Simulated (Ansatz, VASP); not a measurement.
**WS2 in VASP and in Ansatz**

```xyz
3
Lattice="1.5790 0.9116 6.1633 -1.5790 0.9116 6.1633 0.0000 -1.8233 6.1633" Properties=species:S:1:pos:R:3 pbc="T T T"
W     0.0000    0.0000    0.0000
S     0.0000    0.0000   13.8730
S     0.0000    0.0000   10.7427
```

Measurements of this composition are mostly on another form, of space group No. 194.

Alike in both runs: task single point; functional PBE; dispersion D3(BJ); k mesh 6 × 6 × 6; occupations gaussian, width 0.1 eV; no spin polarisation.

```csv
,VASP,Ansatz
version,VASP 6.6.1,Ansatz 0.2.0
potentials or method,"VASP PAW PBE potentials, release 64 (W_sv, S)","scalar-relativistic, plane waves, PAW"
plane-wave cutoff (eV),520,420
valence electrons in the cell,26,26
```

```tsv
	VASP	Ansatz	Ansatz less VASP
gap on the k mesh at the Fermi level (eV)	1.03	1.02	-0.016
least direct gap on the mesh (eV)	1.90	1.90	-0.004
pressure (GPa)	0.5	0.6	+0.04
largest component of the traceless stress (GPa)	0.29	0.29	+0.004
rms of the force components (eV/Å)	0.269	0.268	-0.0005
```

Atom by atom the forces differ by 0.001 eV/Å (rms over components). The functional is the same, so the differences come from potentials, cutoffs and numerics.

Caveats: spin-orbit coupling is left out, which moves the levels of the heavy elements. A k mesh can miss the band edges. PBE gaps usually lie below the measured ones, often by a third to a half.
